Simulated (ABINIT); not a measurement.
# ZnS (F-43m) in ABINIT: single point with HSE03(Libxc)

Aim: the single point of ZnS with HSE03(Libxc).

Program: ABINIT 10.8.3 (patched build). These are calculated values, not measurements. Logs are shortened: lines on timing, memory, paths and dates and some standing lists are left out, and cuts for length are marked. The log counts tension as positive stress, the text compression.

**What was measured.**

“Electronic, vibrational, and thermodynamic properties of ZnS (zincblende and rocksalt structure)”, 2009, arxiv:0911.5022 quotes, for a bulk crystal of ZnS at 19 K: band gap 3.85 eV (direct).

How close the calculation comes is told below.

## Step 1: The structure

Symmetry: F-43m, No. 216, cubic system. Conventional cell: a = 5.404 Å, b = 5.404 Å, c = 5.404 Å, α = 90.00°, β = 90.00°, γ = 90.00°. Around Zn (site symmetry -43m) lie 4 S at 2.34 Å. S (site symmetry -43m) is surrounded by 4 Zn at 2.34 Å.

## Step 2: Single point, HSE03(Libxc)

The input, run.abi:

```
pp_dirpath "./"
pseudos "30_Zn_20_1.9_2.3_pbe_n_v1.0.psp8, 16_S_6_1.8_1.9_pbe_n_v1.0.psp8"

acell 3.8212050455 3.8212050455 3.8212050455 Angstrom
rprim
     0.0000000000     0.7071067812     0.7071067812
     0.7071067812     0.0000000000     0.7071067812
     0.7071067812     0.7071067812     0.0000000000
ntypat 2
znucl 30 16
natom 2
typat 1 2
xred
     0.7500000000     0.7500000000     0.7500000000
     0.0000000000     0.0000000000     0.0000000000

ecut 30.0

kptopt 1
ngkpt 6 6 6
nshiftk 1
shiftk 0.0 0.0 0.0

ixc -427
fockdownsampling 2 2 2

nband 15
occopt 1

nstep 60
diemac 6.0
toldfe 1.0e-7

iomode 3
prtwf 0
prteig 0
prtebands 0
enunit 1
prtden 1
prtvha 1
prtvclmb 1
prtpot 1
prtelf 1
```

Potentials or basis: SPMS NC PBE v1.0.

Started as:

```
mpirun --bind-to none -np 4 abinit run.abi > log 2>&1
```

run.abo:

```text
.Version 10.8.3 of ABINIT
 Symmetries : space group F-4 3 m (#216); Bravais cF (face-center cubic)
================================================================================
 Values of the parameters that define the memory need of the present run
     intxc =       0    ionmov =       0      iscf =       7    lmnmax =       6
     lnmax =       6     mgfft =      36  mpssoang =       3    mqgrid =    3001
     natom =       2  nloc_mem =       1    nspden =       1   nspinor =       1
    nsppol =       1      nsym =      24    n1xccc =    2501    ntypat =       2
    occopt =       1   xclevel =       2
       mpw =        2114          nfft =       46656          nkpt =          16
================================================================================
================================================================================

--------------------------------------------------------------------------------
------------- Echo of variables that govern the present computation ------------
--------------------------------------------------------------------------------
 -outvars: echo values of preprocessed input variables --------
            acell      7.2210310069E+00  7.2210310069E+00  7.2210310069E+00 Bohr
              amu      6.53900000E+01  3.20660000E+01
           diemac      6.00000000E+00
             ecut      3.00000000E+01 Hartree
           enunit           1
 fockdownsampling           2       2       2
              ixc        -427
         kptrlatt        6    0    0      0    6    0      0    0    6
          kptrlen      4.33261860E+01
            natom           2
            nband          15
          nbandhf          13
            ngfft          36      36      36
             nkpt          16
           nkpthf          27
            nstep          60
             nsym          24
           ntypat           2
        optforces           0
        optstress           0
        prtebands           0
           prteig           0
           prtelf           1
           prtpot           1
         prtvclmb           1
           prtvha           1
            prtwf           0
            rprim      0.0000000000E+00  7.0710678120E-01  7.0710678120E-01
                       7.0710678120E-01  0.0000000000E+00  7.0710678120E-01
                       7.0710678120E-01  7.0710678120E-01  0.0000000000E+00
          spgroup         216
           toldfe      1.00000000E-07 Hartree
            typat      1  2
          usefock           1
           xangst      4.0530000000E+00  4.0530000000E+00  4.0530000000E+00
                       0.0000000000E+00  0.0000000000E+00  0.0000000000E+00
            xcart      7.6590599884E+00  7.6590599884E+00  7.6590599884E+00
                       0.0000000000E+00  0.0000000000E+00  0.0000000000E+00
             xred      7.5000000000E-01  7.5000000000E-01  7.5000000000E-01
                       0.0000000000E+00  0.0000000000E+00  0.0000000000E+00
            znucl       30.00000   16.00000

================================================================================

 chkinp: Checking input parameters for consistency.

================================================================================
== DATASET  1 ==================================================================

--- !DatasetInfo
iteration_state: {dtset: 1, }
dimensions: {natom: 2, nkpt: 16, mband: 15, nsppol: 1, nspinor: 1, nspden: 1, mpw: 2114, }
cutoff_energies: {ecut:  30.0, pawecutdg:  -1.0, }
electrons: {nelect:   2.60000000E+01, charge:   0.00000000E+00, occopt:   1.00000000E+00, tsmear:   1.00000000E-02, }
meta: {optdriver: 0, ionmov: 0, optcell: 0, iscf: 7, paral_kgb: 0, }
...

 Real(R)+Recip(G) space primitive vectors, cartesian coordinates (Bohr,Bohr^-1):
 R(1)=  0.0000000  5.1060400  5.1060400  G(1)= -0.0979232  0.0979232  0.0979232
 R(2)=  5.1060400  0.0000000  5.1060400  G(2)=  0.0979232 -0.0979232  0.0979232
 R(3)=  5.1060400  5.1060400  0.0000000  G(3)=  0.0979232  0.0979232 -0.0979232
 Unit cell volume ucvol=  2.6624572E+02 bohr^3
 Angles (23,13,12)=  6.00000000E+01  6.00000000E+01  6.00000000E+01 degrees

 getcut: wavevector=  0.0000  0.0000  0.0000  ngfft=  36  36  36
         ecut(hartree)=     30.000   => boxcut(ratio)=   2.02198

--- Pseudopotential description ------------------------------------------------
- pspini: atom type   1  psp file is ./30_Zn_20_1.9_2.3_pbe_n_v1.0.psp8
    8   11    2    4       600   0.00000      pspcod,pspxc,lmax,lloc,mmax,r2well
    5.99000000000000    2.50000000000000    0.00000000000000   rchrg,fchrg,qchrg
     nproj     2     2     2
     extension_switch     1

- pspini: atom type   2  psp file is ./16_S_6_1.8_1.9_pbe_n_v1.0.psp8
    8   11    2    4       600   0.00000      pspcod,pspxc,lmax,lloc,mmax,r2well
    5.99000000000000    6.00000000000000    0.00000000000000   rchrg,fchrg,qchrg
     nproj     2     2     2
     extension_switch     1

   1.33403594E+03                                ecore*ucvol(ha*bohr**3)
--------------------------------------------------------------------------------

================================================================================

--- !BeginCycle
iteration_state: {dtset: 1, }
solver: {iscf: 7, nstep: 60, nline: 4, wfoptalg: 0, }
tolerances: {toldfe: 1.00E-07, }
...

     iter   Etot(hartree)      deltaE(h)  residm     vres2
 ETOT  1  -199.41080969824    -1.994E+02 2.230E-01 1.012E+04
 ETOT  2  -204.43519441697    -5.024E+00 1.950E-01 1.709E+04
 ETOT  3  -207.62515760458    -3.190E+00 6.902E-02 3.892E+03
 ETOT  4  -208.31282004356    -6.877E-01 1.286E-02 1.133E+03
 ETOT  5  -208.39804819357    -8.523E-02 2.232E-03 9.399E+02
 ETOT  6  -208.48851351095    -9.047E-02 2.218E-03 4.576E+02
 ETOT  7  -208.54124884521    -5.274E-02 6.627E-03 2.044E+02
 ETOT  8  -208.54591671279    -4.668E-03 6.920E-04 1.963E+02
 ETOT  9  -208.48348428030     6.243E-02 2.068E-03 5.440E+02
 ETOT 10  -208.58091988446    -9.744E-02 1.172E-02 6.589E+00
 ETOT 11  -208.58774087893    -6.821E-03 3.766E-04 5.507E+00
 ETOT 12  -208.56478423774     2.296E-02 6.656E-04 1.281E+02
 ETOT 13  -208.58663743916    -2.185E-02 1.429E-03 5.787E-01
 ETOT 14  -208.58881968270    -2.182E-03 1.361E-04 7.014E-01
 ETOT 15  -208.58900827241    -1.886E-04 1.671E-05 5.747E-01
 ETOT 16  -208.58912207607    -1.138E-04 1.426E-05 3.323E-02
 ETOT 17  -208.58904315301     7.892E-05 7.762E-06 2.355E-01
 ETOT 18  -208.58904592365    -2.771E-06 1.997E-06 1.108E-01
 ETOT 19  -208.58907299235    -2.707E-05 1.357E-06 1.854E-02
 ETOT 20  -208.58908949900    -1.651E-05 7.629E-07 9.934E-04
 ETOT 21  -208.58910044304    -1.094E-05 3.091E-07 4.269E-04
 ETOT 22  -208.58910062278    -1.797E-07 1.762E-07 1.468E-04
 ETOT 23  -208.58910010437     5.184E-07 8.220E-08 4.082E-06
 ETOT 24  -208.58909935714     7.472E-07 5.273E-08 9.238E-05
 ETOT 25  -208.58909858767     7.695E-07 2.703E-08 4.169E-07
 ETOT 26  -208.58909912589    -5.382E-07 1.570E-08 1.553E-07
 ETOT 27  -208.58909922965    -1.038E-07 8.491E-09 3.687E-08
 ETOT 28  -208.58909920979     1.986E-08 4.857E-09 7.858E-08
 ETOT 29  -208.58909922647    -1.668E-08 2.693E-09 2.945E-07

 At SCF step   29, etot is converged :
  for the second time, diff in etot=  1.668E-08 < toldfe=  1.000E-07

 Compute ELF
--------------------------------------------------------------------------------

 Compute kinetic energy density

 Compute gradient of the electron density
 Electron Localization Function (ELF) [min:0;max:1]
)     Maximum=    9.0261E-01  at reduced coord.    0.9167    0.9167    0.9167
)     Minimum=    8.0109E-06  at reduced coord.    0.0000    0.0000    0.0000
   Integrated=    8.4237E+01

--------------------------------------------------------------------------------
 End of ELF section

--- !ResultsGS
iteration_state: {dtset: 1, }
comment   : Summary of ground state results
lattice_vectors:
- [  0.0000000,   5.1060400,   5.1060400, ]
- [  5.1060400,   0.0000000,   5.1060400, ]
- [  5.1060400,   5.1060400,   0.0000000, ]
lattice_lengths: [   7.22103,    7.22103,    7.22103, ]
lattice_angles: [ 60.000,  60.000,  60.000, ] # degrees, (23, 13, 12)
lattice_volume:   2.6624572E+02
convergence: {deltae: -1.668E-08, res2:  2.945E-07, residm:  2.693E-09, diffor:  0.000E+00, }
etotal    :  -2.08589099E+02
entropy   :   0.00000000E+00
fermie    :   5.39494297E-02
cartesian_stress_tensor: null
pressure_GPa: null
xred      :
- [  7.5000E-01,   7.5000E-01,   7.5000E-01, Zn]
- [  0.0000E+00,   0.0000E+00,   0.0000E+00,  S]
cartesian_forces: null
force_length_stats: {min: null, max: null, mean: null, }
...

 Integrated electronic density in atomic spheres:
 ------------------------------------------------
 Atom  Sphere_radius  Integrated_density
    1        2.00000         18.13649471
    2        2.00000          3.97304379
================================================================================

 ----iterations are completed or convergence reached----

 Mean square residual over all n,k,spin=   12.417E-12; max=  26.932E-10
 reduced coordinates (array xred) for    2 atoms
       0.750000000000      0.750000000000      0.750000000000
       0.000000000000      0.000000000000      0.000000000000

 cartesian coordinates (angstrom) at end:
    1      4.05300000004306     4.05300000004306     4.05300000004306
    2      0.00000000000000     0.00000000000000     0.00000000000000
 length scales=  7.221031006932  7.221031006932  7.221031006932 bohr
              =  3.821205045500  3.821205045500  3.821205045500 angstroms
 Fermi (or HOMO) energy (eV) =   1.46804   Average Vxc (eV)=  -8.47975
 Eigenvalues (   eV  ) for nkpt=  16  k points:
 kpt#   1, nband= 15, wtk=  0.00463, kpt=  0.0000  0.0000  0.0000 (reduced coord)
-129.62961  -81.93181  -81.93181  -81.93181  -12.83148   -6.19777   -6.19777   -6.19777
  -5.72926   -5.72926    1.46804    1.46804    1.46804    4.79418    9.18960
 prteigrs : prtvol=0 or 1, do not print more k-points.

--- !EnergyTerms
iteration_state     : {dtset: 1, }
comment             : Components of total free energy in Hartree
kinetic             :  8.30737407765848E+01
hartree             :  8.14141577595436E+01
xc                  : -1.95871033940307E+01
Ewald energy        : -1.07297656326798E+02
psp_core            :  5.01054422197478E+00
local_psp           : -1.77397469066997E+02
non_local_psp+x     : -7.38053131967522E+01
total_energy        : -2.08589099226475E+02
...

--- !EnergyTermsDC
iteration_state     : {dtset: 1, }
comment             : '"Double-counting" decomposition of free energy'
band_energy         : -3.08596133571528E+01
Ewald energy        : -1.07297656326798E+02
psp_core            :  5.01054422197478E+00
xc_dc               : -7.54422806105206E+01
total_energy_dc     : -2.08589006072497E+02
...

== END DATASET(S) ==============================================================
================================================================================

 -outvars: echo values of variables after computation  --------
            acell      7.2210310069E+00  7.2210310069E+00  7.2210310069E+00 Bohr
           etotal     -2.0858909923E+02
            fcart      9.9999999999E+99  9.9999999999E+99  9.9999999999E+99
                       9.9999999999E+99  9.9999999999E+99  9.9999999999E+99
            rprim      0.0000000000E+00  7.0710678120E-01  7.0710678120E-01
                       7.0710678120E-01  0.0000000000E+00  7.0710678120E-01
                       7.0710678120E-01  7.0710678120E-01  0.0000000000E+00
           strten      9.9999999999E+99  9.9999999999E+99  9.9999999999E+99
                       9.9999999999E+99  9.9999999999E+99  9.9999999999E+99
           xangst      4.0530000000E+00  4.0530000000E+00  4.0530000000E+00
                       0.0000000000E+00  0.0000000000E+00  0.0000000000E+00
             xred      7.5000000000E-01  7.5000000000E-01  7.5000000000E-01
                       0.0000000000E+00  0.0000000000E+00  0.0000000000E+00
 Calculation completed.
```

It took 15 min on 4 MPI ranks of Arm Neoverse V2, shared host; peak memory 0.32 GiB.

What came out:

- Free energy: -5675.9985 eV
- Band gap on the k mesh: 3.33 eV, direct
- Valence electrons inside the program's atomic spheres: Zn 18.14; S 3.97

Levels at points of the mesh, in eV from the valence-band top:
```csv
k point,band 9,band 10,band 11,band 12,band 13,band 14,band 15
"(0.00, 0.00, 0.00)",-7.20,-7.20,0.00,0.00,0.00,3.33,7.72
"(0.50, 0.00, 0.00)",-7.17,-6.96,-5.60,-0.91,-0.91,4.54,8.24
"(0.50, 0.50, 0.00)",-7.12,-6.92,-4.98,-2.34,-2.34,4.47,5.27
```

Caveat: exact exchange is summed on a coarse mesh, which widens gaps by tenths of an eV; Libxc's HSE differs a little from that of other programs; the potentials were made for another functional, which shifts forces and pressure.

## Step 3: Comparison with measurements

Step 2. A measured gap of ZnS is 3.85 eV (direct; 19 K; quoted in “Electronic, vibrational, and thermodynamic properties of ZnS (zincblende and rocksalt structure)”, 2009, arxiv:0911.5022); the calculated 3.33 eV misses it by -0.52 eV. The value is that of HSE03(Libxc), without temperature or zero-point motion.
